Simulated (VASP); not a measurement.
# BaTe (Fm-3m) in VASP: further runs, part 2 of 2

VASP 6.6.1. Earlier steps stand in the parts before.

### Step 3. Dielectric tensor, revPBE+D2

File INCAR:

```
SYSTEM = BaTe
PREC = Accurate ; ENCUT = 520
EDIFF = 1E-8 ; ISMEAR = 0
SIGMA = 0.05 ; LREAL = .FALSE.
LASPH = .TRUE. ; NELM = 100
ALGO = Normal ; ISIF = 2
LWAVE = .FALSE. ; LCHARG = .FALSE.
GGA = RE ; IVDW = 1
LEPSILON = .TRUE.
```

File KPOINTS:

```
Automatic mesh
0
G
  7 7 7
  0 0 0
```

File POSCAR:

```
BaTe
1.0
    0.0000000000      3.4100000000      3.4100000000
    3.4100000000      0.0000000000      3.4100000000
    3.4100000000      3.4100000000      0.0000000000
Ba Te
1 1
Direct
    0.0000000000      0.0000000000      0.0000000000
    0.5000000000      0.5000000000      0.5000000000
```

Potentials or basis: VASP PAW PBE potentials, release 64 (Ba_sv, Te).

Started as:

```
cat potpaw_PBE.64/Ba_sv/POTCAR potpaw_PBE.64/Te/POTCAR > POTCAR
mpirun -np 1 vasp_std > vasp.out
```

OUTCAR:

```text
SYSTEM = BaTe
   PREC = Accurate
   ENCUT = 520
   EDIFF = 1E-8
   ISMEAR = 0
   LREAL = .FALSE.
   LASPH = .TRUE.
   NELM = 100
   ISIF = 2
   GGA = RE
   IVDW = 1
   LEPSILON = .TRUE.
  IVDW =   1

 ion  position               nearest neighbor table
   1  0.000  0.000  0.000-   2 3.41   2 3.41   2 3.41   2 3.41   2 3.41   2 3.41
   2  0.500  0.500  0.500-   1 3.41   1 3.41   1 3.41   1 3.41   1 3.41   1 3.41

  LATTYP: Found a face centered cubic cell.
 ALAT       =     6.8200000000

  Lattice vectors:

 A1 = (   0.0000000000,   3.4100000000,   3.4100000000)
 A2 = (   3.4100000000,   0.0000000000,   3.4100000000)
 A3 = (   3.4100000000,   3.4100000000,   0.0000000000)

Analysis of symmetry for initial positions (statically):
=====================================================================
 Subroutine PRICEL returns:
 Original cell was already a primitive cell.

 Routine SETGRP: Setting up the symmetry group for a
 face centered cubic supercell.

 Subroutine GETGRP returns: Found 48 space group operations
 (whereof 48 operations were pure point group operations)
 out of a pool of 48 trial point group operations.

The static configuration has the point symmetry O_h .

Analysis of symmetry for dynamics (positions and initial velocities):
=====================================================================
 Subroutine PRICEL returns:
 Original cell was already a primitive cell.

 Routine SETGRP: Setting up the symmetry group for a
 face centered cubic supercell.

 Subroutine GETGRP returns: Found 48 space group operations
 (whereof 48 operations were pure point group operations)
 out of a pool of 48 trial point group operations.

The dynamic configuration has the point symmetry O_h .

 Subroutine INISYM returns: Found 48 space group operations
 (whereof 48 operations are pure point group operations),
 and found     1 'primitive' translations

----------------------------------------------------------------------------------------

                                     Primitive cell

  volume of cell :      79.3036

  direct lattice vectors                    reciprocal lattice vectors
     0.000000000  3.410000000  3.410000000    -0.146627566  0.146627566  0.146627566
     3.410000000  0.000000000  3.410000000     0.146627566 -0.146627566  0.146627566
     3.410000000  3.410000000  0.000000000     0.146627566  0.146627566 -0.146627566

  length of vectors
     4.822468248  4.822468248  4.822468248     0.253966394  0.253966394  0.253966394

  position of ions in fractional coordinates (direct lattice)
     0.000000000  0.000000000  0.000000000
     0.500000000  0.500000000  0.500000000

  ion indices of the primitive-cell ions
   primitive index   ion index
                 1           1
                 2           2

----------------------------------------------------------------------------------------

 KPOINTS: Automatic mesh

Automatic generation of k-mesh.
[... 401 lines left out ...]
      5      -6.2814      2.00000
      6       1.3712      2.00000
      7       1.8453      2.00000
      8       1.9069      2.00000
      9       6.0763      0.00000
     10       6.9753      0.00000
     11       8.1621      0.00000
     12       8.4994      0.00000

  FORCE on cell =-STRESS in cart. coord.  units (eV):
  Direction    XX          YY          ZZ          XY          YZ          ZX
  --------------------------------------------------------------------------------------
  -------------------------------------------------------------------------------------
  Total       0.49940     0.49940     0.49940     0.00000     0.00000     0.00000
  in kB      10.08939    10.08939    10.08939     0.00000     0.00000     0.00000
  external pressure =       10.09 kB  Pullay stress =        0.00 kB

 VOLUME and BASIS-vectors are now :
 -----------------------------------------------------------------------------
  energy-cutoff  :      520.00
  volume of cell :       79.30
      direct lattice vectors                 reciprocal lattice vectors
     0.000000000  3.410000000  3.410000000    -0.146627566  0.146627566  0.146627566
     3.410000000  0.000000000  3.410000000     0.146627566 -0.146627566  0.146627566
     3.410000000  3.410000000  0.000000000     0.146627566  0.146627566 -0.146627566

 POSITION                                       TOTAL-FORCE (eV/Angst)
 -----------------------------------------------------------------------------------
      0.00000      0.00000      0.00000         0.000000      0.000000      0.000000
      3.41000      3.41000      3.41000        -0.000000     -0.000000     -0.000000
 -----------------------------------------------------------------------------------
    total drift:                                0.000000      0.000000      0.000000

  FREE ENERGIE OF THE ION-ELECTRON SYSTEM (eV)
  ---------------------------------------------------
  free  energy   TOTEN  =       -11.1808566701 eV

  energy  without entropy=      -11.1808566701  energy(sigma->0) =      -11.18085667

 HEAD OF MICROSCOPIC STATIC DIELECTRIC TENSOR (INDEPENDENT PARTICLE, excluding Hartree and local field effects)
 ------------------------------------------------------
           6.980149    -0.000000     0.000000
          -0.000000     6.980149    -0.000000
           0.000000    -0.000000     6.980149
 ------------------------------------------------------

 Free energy of the ion-electron system (eV)
  ---------------------------------------------------
  ---------------------------------------------------
  free energy    TOTEN  =        -1.38347578 eV

  energy without entropy =       -1.38347578

------------------------ aborting loop because EDIFF is reached ----------------------------------------

  DFT-D2 method for vdW energy calculation

  Number of pair interactions contributing to vdW energy:   19806
[... 11 lines left out ...]
  Edisp (eV):   -3.21330

--------------------------------------- Ionic step        3  -------------------------------------------

 Free energy of the ion-electron system (eV)
  ---------------------------------------------------
  ---------------------------------------------------
  free energy    TOTEN  =        -1.38343604 eV

  energy without entropy =       -1.38343604

------------------------ aborting loop because EDIFF is reached ----------------------------------------

  DFT-D2 method for vdW energy calculation

  Number of pair interactions contributing to vdW energy:   19806

  Edisp (eV):   -3.21330

 PIEZOELECTRIC TENSOR FIELD DIRECTION 3  (e Angst)
 -----------------------------------------------------------------------------
     0.00016  0.00000 -0.00000           (  0.00001  0.00000 -0.00000)
     0.00000  0.00016  0.00000           (  0.00000  0.00001  0.00000)
    -0.00000  0.00000 -0.00497           ( -0.00000  0.00000  0.00002)

 PIEZOELECTRIC TENSOR FIELD DIRECTION 3  (C/m^2)
 -----------------------------------------------------------------------------
     0.00003  0.00000 -0.00000
     0.00000  0.00003  0.00000
    -0.00000  0.00000 -0.00100

 MACROSCOPIC STATIC DIELECTRIC TENSOR (including local field effects in DFT)
 ------------------------------------------------------
           6.520426     0.000000    -0.000000
           0.000000     6.520426     0.000000
           0.000000     0.000000     6.520426
 ------------------------------------------------------

 PIEZOELECTRIC TENSOR (including local field effects)  for field in x, y, z        (e  Angst)
          XX          YY          ZZ          XY          YZ          ZX
  --------------------------------------------------------------------------------
  x     0.00000     0.00000     0.00000     0.00000     0.00000     0.00000
  y     0.00000     0.00000     0.00000     0.00000     0.00000     0.00000
  z     0.00000     0.00000     0.00000     0.00000     0.00000     0.00000

 PIEZOELECTRIC TENSOR (including local field effects)  for field in x, y, z        (C/m^2)
          XX          YY          ZZ          XY          YZ          ZX
  --------------------------------------------------------------------------------
  x     0.00000     0.00000     0.00000     0.00000     0.00000     0.00000
  y     0.00000     0.00000     0.00000     0.00000     0.00000     0.00000
  z     0.00000     0.00000     0.00000     0.00000     0.00000     0.00000

 BORN EFFECTIVE CHARGES (including local field effects) (in |e|, cummulative output)
 ---------------------------------------------------------------------------------
 ion    1
    1     2.61810     0.00000     0.00000
    2     0.00000     2.61810     0.00000
    3     0.00000     0.00000     2.61810
 ion    2
    1    -2.61810     0.00000     0.00000
    2     0.00000    -2.61810     0.00000
    3     0.00000     0.00000    -2.61810
```

OSZICAR:

```text
N       E                     dE             d eps       ncg     rms          rms(c)
DAV:   1     0.901300412022E+02    0.90130E+02   -0.64162E+03   480   0.112E+03
DAV:   2    -0.210774276627E+01   -0.92238E+02   -0.85721E+02   596   0.180E+02
DAV:   3    -0.784647318933E+01   -0.57387E+01   -0.56937E+01   604   0.514E+01
[... 12 lines left out ...]
RMM:  17    -0.138339322913E+01   -0.91815E-05   -0.69401E-08  1846   0.477E-04    0.498E-04
RMM:  18    -0.138340841700E+01   -0.15188E-04   -0.39929E-07  1820   0.569E-04    0.323E-04
RMM:  19    -0.138342438695E+01   -0.15970E-04   -0.31268E-07  1883   0.590E-04    0.139E-04
RMM:  20    -0.138343259816E+01   -0.82112E-05   -0.66691E-07  1778   0.461E-04    0.455E-05
RMM:  21    -0.138343534042E+01   -0.27423E-05   -0.43218E-07  1449   0.375E-04    0.146E-05
RMM:  22    -0.138343603544E+01   -0.69502E-06   -0.18384E-07  1167   0.363E-04    0.708E-06
```

stdout:

```text
POSCAR found type information on POSCAR BaTe
 POSCAR found :  2 types and       2 ions
 scaLAPACK will be used
 -----------------------------------------------------------------------------
|                                                                             |
[... 28 lines left out ...]
 dielectric tensor                  component  3 :     0.340    -0.388     5.245
 Linear response to external field, progress :
  Direction:   1
 dielectric tensor                  component  1 :     6.521     1.013     0.215
 Linear response to external field, progress :
  Direction:   2
 dielectric tensor                  component  2 :     0.882     6.520    -0.126
 Linear response to external field, progress :
  Direction:   3
 dielectric tensor                  component  3 :     0.080     0.676     6.520
 Born effective charges drift removed
```

It took 6.1 min on 1 thread of Intel Xeon Platinum 8488C (Sapphire Rapids), shared host; peak memory 0.31 GiB.

Results:

```
Band gap on the k mesh                  : 1.46 eV, indirect (least direct gap 1.84 eV)
Electronic dielectric tensor (diagonal) : 6.52
Born charges (mean of the diagonal)     : Ba +2.62; Te -2.62 e
Dispersion energy per atom              : -1.607 eV
```

Electronic dielectric tensor:
```
6.52 0.00 0.00
0.00 6.52 0.00
0.00 0.00 6.52
```

Born effective charge tensors (e):
atom 1, Ba
```
2.62 0.00 0.00
0.00 2.62 0.00
0.00 0.00 2.62
```
atom 2, Te
```
-2.62  0.00  0.00
 0.00 -2.62  0.00
 0.00  0.00 -2.62
```

Caveat: the PAW data sets were made with another functional, which shifts forces and pressure a little; spin-orbit coupling is left out, which moves the levels of the heavy elements; an odd mesh through Γ misses points on the zone boundary, where band edges often lie.

### Step 4. The reference run

An earlier run on the cell as given: functional PBE; potentials or basis VASP PAW PBE potentials, release 64 (Ba_sv, Te); cutoff 520 eV; k mesh 7 × 7 × 7; occupations fermi-dirac, width 0.05 eV; no spin polarisation.

* Pressure: 4.2 GPa
* Band gap on the k mesh: 1.38 eV, indirect (least direct gap 1.76 eV)

### Step 5. Overview

```tsv
task	level	potentials or basis	k mesh	cutoff (eV)	smearing	cutoff of the response function	frequency points	empty bands	GW scheme	GW iterations	gap on the mesh (eV)
G0W0 quasiparticle levels	PBE	VASP PAW PBE potentials, release 64 (Ba_sv_GW, Te_GW)	4 × 4 × 4	450	gaussian 0.01 eV	100	64	266	G0W0	1	-
dielectric tensor	revPBE+D2	VASP PAW PBE potentials, release 64 (Ba_sv, Te)	7 × 7 × 7	520	gaussian 0.05 eV	-	-	-	-	-	1.46
single point	PBE	VASP PAW PBE potentials, release 64 (Ba_sv, Te)	7 × 7 × 7	520	fermi-dirac 0.05 eV	-	-	-	-	-	1.38
```

Alike in all rows: no spin polarisation; cell as given.

Caveats: spin-orbit coupling is left out, which moves the levels of the heavy elements; an odd mesh through Γ misses points on the zone boundary, where band edges often lie (some runs); bands, screening cutoff and mesh are small and nothing is extrapolated, so the quasiparticle values aren't converged (some runs); the PAW data sets were made with another functional, which shifts forces and pressure a little (some runs).

Absolute energies hang on the potentials; compare differences alone.
